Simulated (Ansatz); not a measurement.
Space group Im-3m (No. 229). a = 3.580 Å, b = 3.580 Å, c = 3.580 Å, α = 90.00°, β = 90.00°, γ = 90.00°
```json
{"atom": "Mg", "site": "2a", "symmetry": "m-3m", "x": "0.0000", "y": "0.0000", "z": "0.0000"}
```

Equation of state of this Mg structure (not necessarily the ground state), with shape and atoms relaxed at each volume where symmetry leaves them free. It has no gap at any of these volumes. Level of theory: DFT PBE, scalar-relativistic, plane waves, PAW in Ansatz 0.2.0.

Settings: cutoff 420 eV, Γ-centred mesh 16×16×16 on the computed 1-atom cell, Gaussian smearing of 0.10 eV; no spin polarisation.

```
V (Å³/atom) E − E(largest V) (meV/atom) P (GPa)
     20.183                        23.51     5.78
     20.872                         2.65     3.99
     21.560                       -11.08     2.45
     22.248                       -18.69     1.14
     22.936                       -21.06     0.01
     23.624                       -18.95    -0.96
     24.312                       -12.99    -1.79
     25.229                         0.00    -2.71
```

Task: Fit a third-order Birch–Murnaghan equation to E(V).

Result: V0 = 22.94 Å³/atom, B0 = 35 GPa, B0' = 4.1.

This bcc form isn't the element's structure at ambient conditions.